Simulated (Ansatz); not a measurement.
# Pt(111) / 1 layer Pd(111) / Pt(111): resistance against film thickness

Wanted: interface resistance and thickness dependence for Pt(111) / 1 layer Pd(111) / Pt(111).

Program: Ansatz 0.2.0. Level of theory: Ansatz plane-wave DFT, PBE, PAW files; ballistic transport by layer matching (Landauer), zero bias; PAW set soft_1. Results are calculated unless marked as measured.

## Step 1: Starting point

The cell holds 9 atoms: 8 Pt and 1 Pd. Its edges and angles: a = 2.773 Å, b = 2.773 Å, c = 20.323 Å, α = 90.0°, β = 90.0°, γ = 120.0°. It derives from Pt and Pd. Regions: lead, 8 atoms (8 Pt); films, 1 atom (1 Pd). The structure is stacked along c, and the current runs across the ab planes.

## Step 2: With 1 layer

The film is laid into the lead at the lead's in-plane lattice, and the cell closes on the lead's own image. The mesh across the current, 30×30, is finer than the density's, because channels open and close sharply across the zone. Energies from -1 to 1 eV in steps of 0.036 eV cover the slope of the Fermi function at 300 K, so the program can form a conductance.

input.yaml

```yaml
crystal:
  lattice:
    - [2.7731313745, 0.0, 0.0]
    - [-1.3865656872, 2.4016022183, 0.0]
    - [0.0, 0.0, 20.3232959619]
  atoms:
    - { symbol: Pt, position: [0.0, 0.0, 0.0557058336] }
    - { symbol: Pt, position: [0.3333333333, 0.6666666667, 0.1671175008] }
    - { symbol: Pt, position: [0.6666666667, 0.3333333333, 0.2785291679] }
    - { symbol: Pt, position: [0.0, 0.0, 0.3899408351] }
    - { symbol: Pd, position: [0.3333333333, 0.6666666667, 0.5] }
    - { symbol: Pt, position: [0.6666666667, 0.3333333333, 0.6100591649] }
    - { symbol: Pt, position: [0.0, 0.0, 0.7214708321] }
    - { symbol: Pt, position: [0.3333333333, 0.6666666667, 0.8328824992] }
    - { symbol: Pt, position: [0.6666666667, 0.3333333333, 0.9442941664] }
kpoints:
  mp_grid: { grid: [15, 15, 2] }
hamiltonian:
  xc: pbe
  pseudopotentials: { kind: paw, azcp: { folder: soft_1 } }
scf:
  occupations: { method: fermi_dirac, width: 0.1 }
output:
  transmission: { leads: [[0, 1]], kmesh: [30, 30], e_range: [-1.0, 1.0], de: 0.036 }
  write_potential: true
  write_density: true
  volumetric_format: npy
  elf: true
```

On the command line:

```bash
$ ansatz run input.yaml --threads 4 --pin off --max-ram 8192MiB --backend cpu --events-out ev --progress --plain --runs-dir out
```

Numbers of over 12 decimals in the logs are rounded to 6 here.

Output:

```text
Engine: ansatz 0.2.0, aarch64-unknown-linux-gnu
Pseudopotentials: kind: paw
Pseudopotential: Pt, paw, valence charge 18, recommended cutoff 420 eV (normal), soft_1/Pt.paw.azcp
Pseudopotential: Pd, paw, valence charge 18, recommended cutoff 420 eV (normal), soft_1/Pd.paw.azcp
Functional definition: PBE
  parameter kappa = 0.804
  parameter beta = 0.066725
  exchange = pbe_x(kappa = kappa, mu = beta*pi^2/3)
  correlation = pbe_c(beta = beta)
Crystal: 9 atoms, lattice volume = 135.352 Å³
Basis set: ecut = 420 eV, 2647 PW (Γ)
Bands: 98, of which v1, the nominal top of the filled ones, is band 81 counted from 1 (80 counted from 0)
Symmetry: 12 space group operations
Space group: P-3m1 (ITA 164), of the structure as read, at distance tolerance 5.1e-5 Å
k-points: 54 of 450
Non-local potential: Pt, projectors of the file, l = 0: 3, l = 1: 2, l = 2: 2, l = 3: 1
Non-local potential: Pd, projectors of the file, l = 0: 2, l = 1: 2, l = 2: 2, l = 3: 1
PAW form: soft (Blöchl's): semilocal exchange-correlation on the pseudo side does not see the compensation charge
PAW one-centre angular grid: Pt, 590 points (default); XC on 64 Gauss nodes
PAW one-centre angular grid: Pd, 590 points (default); XC on 64 Gauss nodes
Initial density: superposition of atomic densities (chi_scale 0.1, normalization cell, long waves 19 % of neutral atoms (reshape's long-wave potential 1.19 eV rms, cloud 2.75 Å wide))
Initial wavefunctions: pseudopotential atomic-orbital guess
Functional: x = pbe(κ = 0.804, μ = 0.219515), c = pbe(β = 0.066725)
SCF iter   1: F=—  HF=-107177.390424 eV  |F-HF|=—  |Δ(HF+E_count)|=         —  Δρ=1.24e-1  dr2=3.35e2  ethr=3.10e-3  ⟨swp⟩=5.3  Hψ=16320  notcnv=0  defer=121
preconditioner: auto → Kerker (q_TF=auto, 2.811 Å⁻¹)  [metal: Δε(μ)=0.013 eV  Ē_g=9.103 eV  σ=0.100 eV  W_gap=0.03  n_scr=60 (ndim 8)  ℏωp=30.3 eV  f_vac=0.000  D(μ)=7.85/eV (n_scr^D=98)]
SCF iter   2: F=—  HF=-107172.700371 eV  |F-HF|=—  |Δ(HF+E_count)|=    4.69e0  Δρ=6.49e-2  dr2=1.35e2  ethr=3.10e-3  ⟨swp⟩=2.0  Hψ=8493  notcnv=0  defer=266
SCF iter   3: F=—  HF=-107171.056676 eV  |F-HF|=—  |Δ(HF+E_count)|=    1.64e0  Δρ=4.23e-2  dr2=2.09e1  ethr=3.10e-3  ⟨swp⟩=2.6  Hψ=8949  notcnv=0  defer=270
SCF iter   4: F=—  HF=-107170.777603 eV  |F-HF|=—  |Δ(HF+E_count)|=   2.79e-1  Δρ=1.05e-2  dr2=4.39e0  ethr=3.10e-3  ⟨swp⟩=2.0  Hψ=6235  notcnv=0  defer=279
SCF iter   5: F=—  HF=-107170.767634 eV  |F-HF|=—  |Δ(HF+E_count)|=   9.97e-3  Δρ=7.92e-3  dr2=3.07e0  ethr=2.71e-3  ⟨swp⟩=1.0  Hψ=5083  notcnv=0  defer=285
SCF iter   6: F=—  HF=-107170.755079 eV  |F-HF|=—  |Δ(HF+E_count)|=   1.26e-2  Δρ=5.36e-3  dr2=1.11e0  ethr=1.90e-3  ⟨swp⟩=1.0  Hψ=4986  notcnv=0  defer=303
SCF iter   7: F=—  HF=-107170.749425 eV  |F-HF|=—  |Δ(HF+E_count)|=   5.65e-3  Δρ=1.69e-3  dr2=1.08e-1  ethr=6.88e-4  ⟨swp⟩=1.0  Hψ=5008  notcnv=0  defer=306
SCF iter   8: F=—  HF=-107170.748802 eV  |F-HF|=—  |Δ(HF+E_count)|=   6.23e-4  Δρ=4.73e-4  dr2=5.18e-3  ethr=6.68e-5  ⟨swp⟩=1.0  Hψ=5028  notcnv=0  defer=306
SCF iter   9: F=—  HF=-107170.748763 eV  |F-HF|=—  |Δ(HF+E_count)|=   3.91e-5  Δρ=5.20e-5  dr2=4.57e-5  ethr=3.20e-6  ⟨swp⟩=1.0  Hψ=4983  notcnv=0  defer=306
SCF iter  10: F=—  HF=-107170.748782 eV  |F-HF|=—  |Δ(HF+E_count)|=   1.91e-5  Δρ=1.62e-5  dr2=8.13e-7  ethr=2.82e-8  ⟨swp⟩=1.0  Hψ=5120  notcnv=0  defer=306
SCF iter  11: F=—  HF=-107170.748782 eV  |F-HF|=—  |Δ(HF+E_count)|=   1.03e-7  Δρ=4.59e-6  dr2=1.30e-7  ethr=6.17e-11  ⟨swp⟩=9.6  Hψ=15709  notcnv=0
SCF iter  12: F=-107170.748782 eV  HF=-107170.748782 eV  |F-HF|=3.41e-9  |Δ(HF+E_count)|=   9.81e-9  Δρ=8.64e-7  dr2=4.04e-9  ethr=6.17e-11  ⟨swp⟩=2.0  Hψ=9567  notcnv=0
SCF 1 converged in 12 iterations: F = -107170.748782 eV  dr2 = 4.04e-9
  greatest PAW one-centre occupation: 1.000 electrons in one spin orbital (limit 2), on the Pt atom at site 7 (counted from 0), in its partial waves of l = 0
transmission: 319 of 3185 steps passed
transmission: 638 of 3185 steps passed
[...]
transmission: 3185 of 3185 steps passed
SCF converged after 12 iterations
Free energy (F): -107170.748782 eV
Harris-Foulkes:  -107170.748782 eV  (|F-HF|=3.41e-9)
Internal energy: -107170.257225 eV  (E = F + TS)
E sigma→0 (E₀):  -107170.503004 eV
Entropy (-TS):   -0.491557 eV (-54.617 meV/atom)
Fermi energy:    23.010331 eV
--- Per-component energies (eV) ---
  E_band       = -1165.454303
  E_kinetic    = 5227.511842
  E_local      = -13230.997046  (includes V_loc(G=0)·N_el)
  E_nonlocal   = 2001.495708
  E_hartree    = 5076.337975
  E_xc         = -1999.512019
  E_vxc        = -2349.571842  (∫ρ·V_xc dr)
  E_paw        = -79681.745025  (= ΣΔE_a)
  E_vpaw       = -2966.578200  (= ΣTr[D̂ρ^β])
  E_aug_tail   = 0.009231  (compensation charges beyond the density's cutoff)
  E_ewald      = -24563.357892
  E_smearing   = -0.491557  (= −TS)
  E_closure    = 0.000000  (closes the sum)
  Σ components = -107170.748782   (vs F -107170.748782, Δ=0.00e0)
--- Band table (eV; the first three rows and the last of 54) ---
  k-point 0: bands = [... 77 lower, 21.4470, 21.4766, 21.4766, 22.0210, 22.1668, 22.1668, 22.2168, 22.2168, ... 13 higher]
  k-point 1: bands = [... 77 lower, 21.4534, 21.4534, 21.7377, 21.7377, 21.7807, 21.7807, 22.5982, 22.5982, ... 13 higher]
  k-point 2: bands = [... 77 lower, 21.4705, 21.4886, 21.5248, 21.7576, 21.8399, 21.8658, 22.2266, 22.4878, ... 13 higher]
  k-point 53: bands = [... 77 lower, 22.5607, 22.8384, 22.8857, 22.8857, 27.5054, 27.5054, 27.5139, 27.5441, ... 13 higher]
--- Transmission ---
  basis      : 61 plane waves across, 35 finite elements along
  points     : 91, standing for a mesh of 30 x 30
  filling    : by the input's occupations and mesh, since the crystals that have channels conduct as metals do. If one of these is a semiconductor, that mesh has misplaced its level
  energies   : 56 from -1.000000 to 0.980000 eV about the Fermi level, 0.036000 eV apart; the leads are filled to 0.000000 eV, and channels, transmission and decay are at 0.008000 eV
  crystal 0  : Pt1, at the sites [0, 1], period 2.2643 Å, over 18.11 Å; its Hamiltonian steps by up to 1.3 meV
    offset         : up to 0.0000 Å between an atom of the period and one for which it stands
    filled         : 18.6 meV over the level at which it is neutral
    channels       : 1.718889e0 a spin
    conductance    : 1.9966e15 S/m² at 300 K; may be off by some 0.0 % by where its bands' edges are placed, 2.8 % from the k-mesh, 2.9 % from the distance to neutral
    slowest decay  : 0.0705 /Å at (0.3333, 0.3000)
  junction   : crystal 0 to crystal 0, 0.70 to 18.76 Å
    transmission   : 1.491512e0 a spin
    conductance    : 1.7458e15 S/m² at 300 K (1.7164e15 on every other point, 1.7348e15 on every other energy)
    error estimate : 0.6 % from the energy spacing and 1.0 % from band edges of the leads and from resonances (wavevectors taken as independent; lower de), 2.8 % from the k-mesh, 0.9 % from the steps of its leads' Hamiltonians or their offsets (lay more layers), 3.2 % from the distance to neutral
    resistance     : 7.1966e-5 Ω µm² beyond half of each lead's own
```

Wall time 3.1 min (4 threads of Arm Neoverse N1, shared host); peak memory 0.85 GiB.

This step gave:

- free energy: -107170.7488 eV
- energy at zero smearing: -107170.5030 eV
- Fermi energy: 23.01 eV
- cell area: 6.660 Å²
- step of the lead's potential: 1.3 meV
- ballistic conductance of the lead: 2.00e15 S/m²
- estimated errors of the lead's conductance: 0, 2.8, 2.9 % (band edges, k-mesh, distance from neutral)
- lead conductance per cell: 1.716 G₀
- conductance of the junction: 1.75e15 S/m²
- junction conductance per cell: 1.501 G₀
- estimated errors of the junction's conductance: 0.6, 1, 2.8, 0.9, 3.2 % (energy step, band edges, k-mesh, leads' steps, distance from neutral)
- area resistance that the stack adds (contact term taken off, spin by spin): 0.07197 fΩ m²

Per spin. Table of transmission, zone mean by energy, zero at the Fermi level:

energy (eV), transmission, zone mean and a bar from the least value:
```
   -1.000       1.45 ####################
   -0.892       1.45 ####################
   -0.820       1.51 #####################
   -0.712       1.57 #######################
   -0.640       1.58 #######################
   -0.532       1.69 #########################
   -0.424       1.64 ########################
   -0.352       1.70 ##########################
   -0.244       1.84 #############################
   -0.172       1.89 ##############################
   -0.136       1.85 #############################
   -0.064       1.63 ########################
    0.008       1.49 #####################
    0.044       1.36 ##################
    0.116       1.23 ###############
    0.224       1.04 ##########
    0.332       0.85 ######
    0.404       0.78 ####
    0.512       0.60 
    0.620       0.62 
    0.692       0.63 #
    0.800       0.66 #
    0.872       0.63 #
    0.980       0.65 #
```

Per spin. Open channels, zone mean, lead against energy, zero at the Fermi level:

energy (eV), open channels, zone mean, lead and a bar from the least value:
```
   -1.000       1.59 ####################
   -0.964       1.58 ####################
   -0.892       1.53 ###################
   -0.856       1.57 ####################
   -0.784       1.60 #####################
   -0.748       1.61 #####################
   -0.676       1.62 #####################
   -0.640       1.63 #####################
   -0.568       1.71 #######################
   -0.532       1.79 #########################
   -0.460       1.74 ########################
   -0.424       1.73 #######################
   -0.352       1.79 #########################
   -0.316       1.85 ##########################
   -0.244       1.97 ############################
   -0.208       2.05 ##############################
   -0.136       2.04 ##############################
   -0.100       1.93 ###########################
   -0.028       1.79 #########################
    0.008       1.72 #######################
    0.080       1.48 ##################
    0.116       1.35 ###############
    0.188       1.22 ############
    0.224       1.17 ############
    0.296       1.06 #########
    0.332       0.98 #######
    0.404       0.88 #####
    0.440       0.88 #####
    0.512       0.62 
    0.548       0.62 
    0.620       0.66 #
    0.656       0.67 #
    0.728       0.70 ##
    0.764       0.72 ##
    0.836       0.71 ##
    0.872       0.68 #
    0.944       0.68 #
    0.980       0.70 ##
```

Transmission over k1 and k2. At 0.0080 eV from the Fermi level.

Ten even steps from '0' (0.00) to '9' (2.80), each cell a mean:
```
565555557565544751334447454331
447865675556558854433364445333
554976665336667784554362002534
554677774333377776455554100364
457677777333347777667546421356
468364667633337676464774455564
558333335664336673333366553334
556553333466536663333356555333
553674433336643763333346645532
544877755555355733555577766543
467977776666667766666677777966
544686777666633764366666777854
413544675333335735553333557635
533355665333336663666333336555
543345575333336663356643333385
445556448635357673334665535386
465323564576677773333377767585
546300245555567777333357777655
544510026455548777553357777835
533353336333556986564446668965
513345565443325754457686544665
443555554555536454555554555546
```
Columns: k1 (b1) from -0.5 to 0.467; rows upwards: k2 (b2) from -0.5 to 0.467.

Open channels over k1 and k2. At 0.0080 eV from the Fermi level.

Ten even steps from '0' (0.00) to '9' (3.00), each cell a mean:
```
997655679776556994335569665333
668865686666558966533364445333
663976665336667794655365006535
664666664333366666466664100366
668666666333346666668668524368
699363666633336666364897666567
669333335664336663333377664336
667553333466536663333357666334
663663333335533653333346645643
864866644444354633444466666666
599966666666556655666666667999
986686666555533654355555666956
634654664333335634553333446636
633365665333336653665333336666
663356685333336663356643333396
665556669735356663334665535398
696353697786666663333366666697
666300156666566666333356666656
664540056466548666553356666836
633353346333566995564447658976
833346686443358964468898644688
585566676665559596666676666669
```
Columns: k1 (b1) from -0.5 to 0.467; rows upwards: k2 (b2) from -0.5 to 0.467.

Valence density in the ca plane at fractional y = 0.667, with atoms of Pt and Pd within 0.2 Å of it. It is the smooth field of the valence electrons, not physical close to the nuclei.

Values in e/Å³, 5 rows by 16 columns, each cell a mean:
```
 2  0  0  0  1  1  1  1  0  0  0  2  1  1  1  0
 1  0  1  0  1  1  1  1  0  1  0  1  0  1  1  1
 0  1  7  1  0  0  0  0  2  8  1  0  0  0  0  4
 0  1  9  2  0  0  0  0  3 10  1  0  0  0  0  5
 1  1  3  1  1  0  1  1  1  2  0  1  0  1  0  2
```
Columns run along c (16.0 Å, from fractional 0.05 to 0.84 of the cell), rows up along a (2.8 Å). Atoms in or near the plane, at fractional coordinates: Pt at (0.17, 0.33), Pd at (0.50, 0.33), Pt at (0.83, 0.33).

Electrostatic potential energy in the ca plane at fractional y = 0.667, with atoms of Pt and Pd within 0.2 Å of it. With pseudopotentials it is smooth inside the atoms' cores, unlike the true potential.

Ten even steps from '0' (-44 eV) to '9' (25 eV), each cell a mean:
```
56899999999755799865689999999975589975579999
56899999999755799865689999999965589975579999
77999766899877899977899976799987789987789986
99998311489999999999999742369998999999999851
99996000179999999999999510048999999999999720
99996000179999999999999510048999999999999720
99997301489999999999999732369999999999999841
77999755799877899977899976789987799987789986
```
Columns run along c (16.0 Å, from fractional 0.05 to 0.84 of the cell; values clipped at the 3rd and 97th percentile), rows up along a (2.8 Å). Atoms in or near the plane, at fractional coordinates: Pt at (0.17, 0.33), Pd at (0.50, 0.33), Pt at (0.83, 0.33).

ELF in the ca plane at fractional y = 0.667, with atoms of Pt and Pd within 0.2 Å of it. It is the smooth field of the valence electrons, not physical close to the nuclei.

Ten even steps from '0' (0.14) to '9' (0.58), each cell a mean:
```
66422232222466422356532111112356532246642222
66322233222466422356532111112356532246642222
44222455322344322244321134421234432234432235
22224899732222211122221465641222211122222369
22225999842222100022221542462122210012222389
22225999842222100022221542462122200012222389
22224899732222210122221465651222210122222379
44222466422244322244321245421234422234432235
```
Columns run along c (16.0 Å, from fractional 0.05 to 0.84 of the cell), rows up along a (2.8 Å). Atoms in or near the plane, at fractional coordinates: Pt at (0.17, 0.33), Pd at (0.50, 0.33), Pt at (0.83, 0.33).

The lead's potential steps by 1.3 meV from period to period, small in itself. The program estimates the junction's conductance to 2.8 % from the k-mesh, 3.2 % from the leads' distance from neutral and 0.9 % from their steps.

By hand: 1/G − 1/G_lead = 1/1.746 − 1/1.997 = 0.0720 fΩ m² with G in 10¹⁵ S/m².

## Step 3: With 3 layers, k-mesh 15×15×1, film layers 3

The stack now holds 3 film layers; the k-mesh follows the cell, and the energies span -0.27 to 0.27 eV.

System of this step: Pt(111) / 3 layers Pd(111) / Pt(111). The cell holds 12 atoms: 9 Pt and 3 Pd. Cell: a = 2.773 Å, b = 2.773 Å, c = 27.006 Å, α = 90.0°, β = 90.0°, γ = 120.0°. It derives from Pt and Pd. Regions: lead, 9 atoms (9 Pt); films, 3 atoms (3 Pd). The structure is stacked along c, and the current runs across the ab planes.

input.yaml

```yaml
crystal:
  lattice:
    - [2.7731313745, 0.0, 0.0]
    - [-1.3865656872, 2.4016022183, 0.0]
    - [0.0, 0.0, 27.0061036001]
  atoms:
    - { symbol: Pt, position: [0.0, 0.0, 0.0419211212] }
    - { symbol: Pt, position: [0.3333333333, 0.6666666667, 0.1257633637] }
    - { symbol: Pt, position: [0.6666666667, 0.3333333333, 0.2096056061] }
    - { symbol: Pt, position: [0.0, 0.0, 0.2934478486] }
    - { symbol: Pd, position: [0.3333333333, 0.6666666667, 0.3762722728] }
    - { symbol: Pd, position: [0.6666666667, 0.3333333333, 0.4580788788] }
    - { symbol: Pd, position: [0.0, 0.0, 0.5398854848] }
    - { symbol: Pt, position: [0.3333333333, 0.6666666667, 0.622709909] }
    - { symbol: Pt, position: [0.6666666667, 0.3333333333, 0.7065521514] }
    - { symbol: Pt, position: [0.0, 0.0, 0.7903943939] }
    - { symbol: Pt, position: [0.3333333333, 0.6666666667, 0.8742366363] }
    - { symbol: Pt, position: [0.6666666667, 0.3333333333, 0.9580788788] }
kpoints:
  mp_grid: { grid: [15, 15, 1] }
hamiltonian:
  xc: pbe
  pseudopotentials: { kind: paw, azcp: { folder: soft_1 } }
scf:
  occupations: { method: fermi_dirac, width: 0.1 }
output:
  transmission:
    leads: [[0, 1]]
    kmesh: [30, 30]
    e_range: [-0.27, 0.27]
    de: 0.036
  write_potential: true
  write_density: true
  volumetric_format: npy
```

Output:

```text
[...]
Crystal: 12 atoms, lattice volume = 179.860 Å³
Basis set: ecut = 420 eV, 3511 PW (Γ)
Bands: 130, of which v1, the nominal top of the filled ones, is band 108 counted from 1 (107 counted from 0)
Symmetry: 12 space group operations
[...]
k-points: 27 of 225
[...]
--- Transmission ---
  basis      : 61 plane waves across, 48 finite elements along
  points     : 91, standing for a mesh of 30 x 30
[...]
filled         : 16.2 meV over the level at which it is neutral
    channels       : 1.652222e0 a spin
[...]
slowest decay  : 0.0342 /Å at (0.3667, 0.2667)
  junction   : crystal 0 to crystal 0, -0.70 to 24.04 Å
    transmission   : 1.285752e0 a spin
[...]
resistance     : 1.3416e-4 Ω µm² beyond half of each lead's own
[key lines of the parts left out:]
SCF converged after 11 iterations
Free energy (F): -133641.308113 eV
Fermi energy:    22.504511 eV
```

The job ended after 2.1 min (4 threads; peak memory 0.98 GiB).

Numbers from this step:

```
free energy                                                                : -133641.3081 eV
energy at zero smearing                                                    : -133640.9734 eV
Fermi energy                                                               : 22.50 eV
step of the lead's potential                                               : 1.4 meV
estimated errors of the lead's conductance                                 : 0, 2.9, 2.5 % (band edges, k-mesh, distance from neutral)
lead conductance per cell                                                  : 1.723 G₀
conductance of the junction                                                : 1.58e15 S/m²
junction conductance per cell                                              : 1.358 G₀
estimated errors of the junction's conductance                             : 0.4, 2.5, 2.5, 1.2, 3.8 % (energy step, band edges, k-mesh, leads' steps, distance from neutral)
area resistance that the stack adds (contact term taken off, spin by spin) : 0.1342 fΩ m²
```

Per spin. Transmission, zone mean against energy, zero at the Fermi level:

| energy (eV) | transmission, zone mean |
| --- | --- |
| -0.270 | 1.80 |
| -0.234 | 1.81 |
| -0.198 | 1.82 |
| -0.162 | 1.80 |
| -0.126 | 1.75 |
| -0.090 | 1.62 |
| -0.054 | 1.52 |
| -0.018 | 1.46 |
| 0.018 | 1.29 |
| 0.054 | 1.17 |
| 0.090 | 1.06 |
| 0.126 | 0.993 |
| 0.162 | 0.898 |
| 0.198 | 0.842 |
| 0.234 | 0.799 |
| 0.270 | 0.758 |

The conductance of the junction is 1.6e15 S/m², 9.5 % under the 1.7e15 S/m² of the last finished run.

(Continued in part 2 of 2.)

[Logs are printed without paths, hosts, clocks, repeated set-up lines and the standing remarks that a program may print on its own settings, such as how far it seeks lower states.]

[Hosts, paths, dates, database ids (printed as entryN), source tags and the programs' standing remarks are cut or masked in the printed files.]
